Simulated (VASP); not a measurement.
# CdS in VASP: one cell, several levels of theory

What does VASP give for zincblende CdS, under +4.0 % equal strain in all directions, the cell held fixed? Runs: PBE, r2SCAN.

Code: VASP 6.6.1. PAW datasets, plane waves. Spin-unpolarised throughout; all numbers are computed.

## (1) The cell

The cell comes from an earlier relaxation with r2SCAN in another program.

The symmetry is F-43m (No. 216, cubic); conventional cell a = 6.114 Å, 28.56 Å³ an atom. Cd has 4 S at 2.65 Å; S has 4 Cd at 2.65 Å.

Structure file:

Space group F-43m (No. 216). a = 6.114 Å, b = 6.114 Å, c = 6.114 Å, α = 90.00°, β = 90.00°, γ = 90.00°
| atom | site | symmetry | x | y | z |
| --- | --- | --- | --- | --- | --- |
| Cd | 4a | -43m | 0.0000 | 0.0000 | 0.0000 |
| S | 4d | -43m | 0.2500 | 0.2500 | 0.7500 |

## (2) PBE at this geometry

INCAR reads:

```
ENCUT = 520.000000
SIGMA = 0.020000
EDIFF = 1.00e-07
GGA = PE
PREC = Accurate
IBRION = -1
ISIF = 2
ISMEAR = -1
NBANDS = 16
NELM = 120
NSW = 0
LASPH = .TRUE.
LCHARG = .TRUE.
LELF = .TRUE.
LWAVE = .FALSE.
LREAL = .FALSE.
```

KPOINTS reads:

```
KPOINTS created by Atomic Simulation Environment
0
Gamma
8 8 8
0 0 0
```

KPOINTS_OPT reads:

```
special points
6
Reciprocal
0.0000000000 0.0000000000 0.0000000000 1
-0.5000000000 -0.5000000000 0.0000000000 1
-0.3750000000 -0.3750000000 0.2500000000 1
-0.3750000000 0.0000000000 0.3750000000 1
0.0000000000 0.0000000000 0.5000000000 1
-0.5000000000 -0.2500000000 0.2500000000 1
```

POSCAR reads:

```
Cd S
 1.0000000000000000
     0.0000000000000000    3.0567834368000000    3.0567834368000000
     3.0567834368000000    0.0000000000000000    3.0567834368000000
     3.0567834368000000    3.0567834368000000    0.0000000000000000
 Cd  S
   1   1
Cartesian
  0.0000000000000000  0.0000000000000000  0.0000000000000000
  1.5283917183999998  1.5283917183999998  1.5283917183999998
```

Potentials: the recommended PBE PAW datasets, 18 valence electrons in the neutral cell.

Command:

```
$ mpirun -np 1 vasp_std
```

Standard output, without the iteration lines:

```text
POSCAR found type information on POSCAR CdS
 POSCAR found :  2 types and       2 ions
 LDA part: xc-table for (Slater+PW92), standard interpolation
 POSCAR, INCAR and KPOINTS ok, starting setup
 FFT: planning ... GRIDC
 FFT: planning ... GRID_SOFT
 FFT: planning ... GRID
 WAVECAR not read
 entering main loop
 Start KPOINTS_OPT (optional k-point list driver)
k-point batch [1-6\6]
```

OSZICAR:

```text
N       E                     dE             d eps       ncg     rms          rms(c)
DAV:   1     0.111678396268E+03    0.11168E+03   -0.88889E+03   928   0.101E+03
DAV:   2    -0.196967858616E+01   -0.11365E+03   -0.10673E+03  1128   0.253E+02
DAV:   3    -0.663854570428E+01   -0.46689E+01   -0.46589E+01  1144   0.529E+01
DAV:   4    -0.666853687035E+01   -0.29991E-01   -0.29988E-01  1208   0.421E+00
DAV:   5    -0.666896602303E+01   -0.42915E-03   -0.42914E-03  1144   0.471E-01    0.607E+00
DAV:   6    -0.610064659732E+01    0.56832E+00   -0.94705E-01  1376   0.106E+01    0.518E+00
DAV:   7    -0.608584048101E+01    0.14806E-01   -0.16198E-01  1152   0.279E+00    0.267E+00
DAV:   8    -0.608558097203E+01    0.25951E-03   -0.13242E-02  1072   0.134E+00    0.215E-01
DAV:   9    -0.608563033232E+01   -0.49360E-04   -0.14698E-03  1168   0.473E-01    0.822E-02
DAV:  10    -0.608583083810E+01   -0.20051E-03   -0.24216E-04  1096   0.131E-01    0.792E-02
DAV:  11    -0.608592304720E+01   -0.92209E-04   -0.13530E-04  1168   0.733E-02    0.248E-02
DAV:  12    -0.608591913247E+01    0.39147E-05   -0.10178E-05  1144   0.301E-02    0.589E-03
DAV:  13    -0.608592043837E+01   -0.13059E-05   -0.24003E-06  1152   0.954E-03    0.862E-03
DAV:  14    -0.608592036082E+01    0.77552E-07   -0.13515E-07  1208   0.380E-03
   1 F= -.60859204E+01 E0= -.60859204E+01  d E =-.299853E-10
       N       E                     dE             ncg
DAV:   1     0.731194080053E+03   -0.28494E+04      200
DAV:   2     0.132736003198E+03   -0.59846E+03      240
DAV:   3     0.109982748235E+03   -0.22753E+02      256
DAV:   4     0.109850917465E+03   -0.13183E+00      248
DAV:   5     0.109848947157E+03   -0.19703E-02      240
DAV:   6     0.109848903394E+03   -0.43763E-04      248
DAV:   7     0.109848902204E+03   -0.11899E-05      240
DAV:   8     0.109848902171E+03   -0.32901E-07      208
```

The lines after F= are the extra pass for the points of KPOINTS_OPT, at fixed density; their E is not a total energy.

OUTCAR, selected sections:

```text
k-points           NKPTS =     29   k-points in BZ     NKDIM =     29   number of bands    NBANDS=     16

   NELECT =      18.0000    total number of electrons

   dimension x,y,z NGX =    32 NGY =   32 NGZ =   32
   dimension x,y,z NGXF=    64 NGYF=   64 NGZF=   64

  energy-cutoff  :      520.00
  volume of cell :       57.12
      direct lattice vectors                 reciprocal lattice vectors
     0.000000000  3.056783437  3.056783437    -0.163570632  0.163570632  0.163570632
     3.056783437  0.000000000  3.056783437     0.163570632 -0.163570632  0.163570632
     3.056783437  3.056783437  0.000000000     0.163570632  0.163570632 -0.163570632

 k-points in reciprocal lattice and weights: KPOINTS created by Atomic Simulation Env
   0.00000000  0.00000000  0.00000000       0.002
   0.12500000  0.00000000  0.00000000       0.016
   0.25000000  0.00000000  0.00000000       0.016
   0.37500000  0.00000000  0.00000000       0.016
   0.50000000  0.00000000  0.00000000       0.008
   0.12500000  0.12500000  0.00000000       0.012
   0.25000000  0.12500000  0.00000000       0.047
   0.37500000  0.12500000  0.00000000       0.047
[... 21 more k-points ...]

 E-fermi :   0.5967

 k-point     1 :       0.0000    0.0000    0.0000
  band No.  band energies     occupation
      1     -11.3921      2.00000
      2      -7.1182      2.00000
      3      -7.1182      2.00000
      4      -7.1182      2.00000
      5      -6.8059      2.00000
      6      -6.8059      2.00000
      7       0.2178      2.00000
      8       0.2178      2.00000
      9       0.2178      2.00000
     10       1.0479      0.00000
     11       6.7410      0.00000
     12       6.7410      0.00000
     13       6.7410      0.00000
     14      10.8765      0.00000
     15      11.4597      0.00000
     16      11.4597      0.00000

 k-point     2 :       0.1250    0.0000    0.0000
  band No.  band energies     occupation
      1     -11.3473      2.00000
      2      -7.1030      2.00000
      3      -7.1030      2.00000
      4      -7.0717      2.00000
      5      -6.8063      2.00000
      6      -6.8063      2.00000
      7      -0.7274      2.00000
      8       0.1259      2.00000
      9       0.1259      2.00000
     10       1.8768      0.00000
     11       6.4474      0.00000
     12       6.9060      0.00000
     13       6.9060      0.00000
     14      10.9160      0.00000
     15      10.9160      0.00000
     16      11.5462      0.00000

 k-point     3 :       0.2500    0.0000    0.0000
  band No.  band energies     occupation
      1     -11.2389      2.00000
      2      -7.0703      2.00000
      3      -7.0703      2.00000
      4      -6.9202      2.00000
      5      -6.8025      2.00000
      6      -6.8025      2.00000
      7      -1.9619      2.00000
      8      -0.0827      2.00000
      9      -0.0827      2.00000
     10       2.6692      0.00000
     11       6.3314      0.00000
     12       7.1713      0.00000
     13       7.1713      0.00000
     14      10.6884      0.00000
     15      10.6884      0.00000
     16      11.1738      0.00000

 k-point     4 :       0.3750    0.0000    0.0000
  band No.  band energies     occupation
      1     -11.1308      2.00000
      2      -7.0451      2.00000
      3      -7.0451      2.00000
      4      -6.7896      2.00000
      5      -6.7896      2.00000
      6      -6.6810      2.00000
      7      -2.9807      2.00000
      8      -0.2762      2.00000
      9      -0.2762      2.00000
     10       2.9517      0.00000
     11       6.8516      0.00000
     12       7.2124      0.00000
     13       7.2124      0.00000
     14      10.8165      0.00000
     15      11.4300      0.00000
     16      11.4300      0.00000

 k-point     5 :       0.5000    0.0000    0.0000
  band No.  band energies     occupation
      1     -11.0864      2.00000
      2      -7.0373      2.00000
      3      -7.0373      2.00000
      4      -6.7811      2.00000
      5      -6.7811      2.00000
      6      -6.5362      2.00000
      7      -3.4093      2.00000
      8      -0.3529      2.00000
      9      -0.3529      2.00000
     10       2.9835      0.00000
     11       7.1754      0.00000
     12       7.1754      0.00000
     13       7.2379      0.00000
     14      10.8767      0.00000
     15      12.4100      0.00000
     16      12.4100      0.00000

 k-point     6 :       0.1250    0.1250    0.0000
  band No.  band energies     occupation
      1     -11.3325      2.00000
      2      -7.0882      2.00000
      3      -7.0882      2.00000
      4      -7.0759      2.00000
      5      -6.8156      2.00000
      6      -6.7977      2.00000
      7      -0.7656      2.00000
      8      -0.0275      2.00000
      9      -0.0275      2.00000
     10       2.1468      0.00000
     11       6.0897      0.00000
     12       7.1128      0.00000
     13       7.1128      0.00000
     14       9.9714      0.00000
     15      11.5742      0.00000
     16      11.9941      0.00000

 k-point     7 :       0.2500    0.1250    0.0000
  band No.  band energies     occupation
      1     -11.2456      2.00000
      2      -7.0656      2.00000
      3      -7.0531      2.00000
      4      -6.9672      2.00000
      5      -6.8157      2.00000
      6      -6.7896      2.00000
      7      -1.6726      2.00000
      8      -0.2716      2.00000
      9      -0.2371      2.00000
     10       2.9082      0.00000
     11       5.7807      0.00000
     12       7.3108      0.00000
     13       7.4826      0.00000
     14       9.5421      0.00000
     15      11.4653      0.00000
     16      12.4038      0.00000

 k-point     8 :       0.3750    0.1250    0.0000
  band No.  band energies     occupation
      1     -11.1379      2.00000
      2      -7.0409      2.00000
      3      -7.0241      2.00000
      4      -6.8388      2.00000
      5      -6.7799      2.00000
      6      -6.7156      2.00000
      7      -2.6688      2.00000
      8      -0.5182      2.00000
      9      -0.4587      2.00000
     10       3.3796      0.00000
     11       6.1012      0.00000
     12       7.1946      0.00000
     13       7.6088      0.00000
     14      10.1922      0.00000
     15      11.9142      0.00000
     16      11.9518      0.00000

[... the tables of k-points 9 to 29 left out ...]

  Total       -1.3635681     -1.3635681     -1.3635681     -0.0000000     -0.0000000      0.0000000
  in kB      -38.2440080    -38.2440080    -38.2440080     -0.0000000     -0.0000000      0.0000000
  external PRESSURE =     -38.2440080 kB  Pullay stress =       0.0000000 kB

 POSITION                                       TOTAL-FORCE (eV/Angst)
 -----------------------------------------------------------------------------------
      0.00000      0.00000      0.00000        -0.000000     -0.000000     -0.000000
      1.52839      1.52839      1.52839         0.000000      0.000000      0.000000
 -----------------------------------------------------------------------------------
    total drift:                               -0.000001     -0.000001     -0.000000

  FREE ENERGIE OF THE ION-ELECTRON SYSTEM (eV)
  ---------------------------------------------------
  free  energy   TOTEN  =        -6.0859203608 eV

  energy  without entropy=       -6.0859203608  energy(sigma->0) =       -6.08592036
```

Run time: 16 s. Hardware: 1 MPI rank of Intel Xeon Platinum 8488C, shared host; peak memory 0.18 GiB.

The levels at the points of KPOINTS_OPT are read from vasprun.xml.

Near the gap, in eV above the top of the last filled band v; c is the band after it:

| point | v−1 | v | c | c+1 |
| --- | --- | --- | --- | --- |
| Γ | 0.00 | 0.00 | 0.83 | 6.52 |
| X | -1.44 | -1.44 | 3.76 | 4.09 |
| U | -1.97 | -1.17 | 4.13 | 5.15 |
| K | -1.97 | -1.17 | 4.13 | 5.15 |
| L | -0.57 | -0.57 | 2.77 | 6.96 |
| W | -1.73 | -1.71 | 4.80 | 5.44 |

The PBE gap is 0.83 eV, direct at Γ. The pressure is -3.82 GPa; the forces vanish within 0.01 eV/Å.

Axes a, b and c in the maps are those of this run's conventional cell (a, b, c = 6.114, 6.114, 6.114 Å).

Density in a lattice plane of the grid's cell (edges 6.11 and 6.11 Å, at 0.000 of the third edge), which holds Cd.

Values in e/Å³, 12 rows by 12 columns:
```
4.39 1.98 0.28 0.08 0.03 0.02 0.01 0.02 0.03 0.08 0.28 1.99
0.47 0.28 0.14 0.09 0.06 0.03 0.02 0.03 0.06 0.09 0.14 0.28
0.07 0.08 0.09 0.10 0.09 0.08 0.07 0.08 0.09 0.10 0.09 0.08
0.02 0.03 0.06 0.09 0.14 0.28 0.47 0.28 0.14 0.09 0.06 0.03
0.01 0.02 0.03 0.08 0.28 1.98 4.39 1.99 0.28 0.08 0.03 0.02
0.01 0.01 0.02 0.07 0.47 4.39 9.96 4.39 0.47 0.07 0.02 0.01
0.01 0.02 0.03 0.08 0.28 1.99 4.39 1.98 0.28 0.08 0.03 0.02
0.02 0.03 0.06 0.09 0.14 0.28 0.47 0.28 0.14 0.09 0.06 0.03
0.07 0.08 0.09 0.10 0.09 0.08 0.07 0.08 0.09 0.10 0.09 0.08
0.47 0.28 0.14 0.09 0.06 0.03 0.02 0.03 0.06 0.09 0.14 0.28
4.39 1.99 0.28 0.08 0.03 0.02 0.01 0.02 0.03 0.08 0.28 1.98
9.96 4.39 0.47 0.07 0.02 0.01 0.01 0.01 0.02 0.07 0.47 4.39
```
Columns run along the first of these edges and rows up along the second, over one cell in 12 and 12 even steps from the bottom left corner. Atoms in the plane (fractional): Cd at (0.00, 0.00), Cd at (0.50, 0.50).

ELF in the same plane.

Ten even steps from '0' (0.00) to '9' (0.44):
```
002543211000000011234520
235533332100000123333553
554334554210001245543345
333357886421112468875333
222469996422222469996422
112468875333333357886421
001245543345554334554210
000123333553235533332100
000011234520002543211000
000001235510101553210000
000011234520002543211000
000123333553235533332100
001245543345554334554210
112468875333333357886421
222469996422222469996422
333357886421112468875333
554334554210001245543345
235533332100000123333553
002543211000000011234520
101553210000000001235510
```
Columns run along the first of these edges and rows up along the second, over one cell in 24 and 20 even steps from the bottom left corner. Atoms in the plane (fractional): Cd at (0.00, 0.00), Cd at (0.50, 0.50).

Both are smooth fields of the valence electrons: close to the nuclei they are not physical.

The highest ELF values outside the cores: 0.88 in the shell around S, 0.8 Å from S.

[end of part 1 of 2]
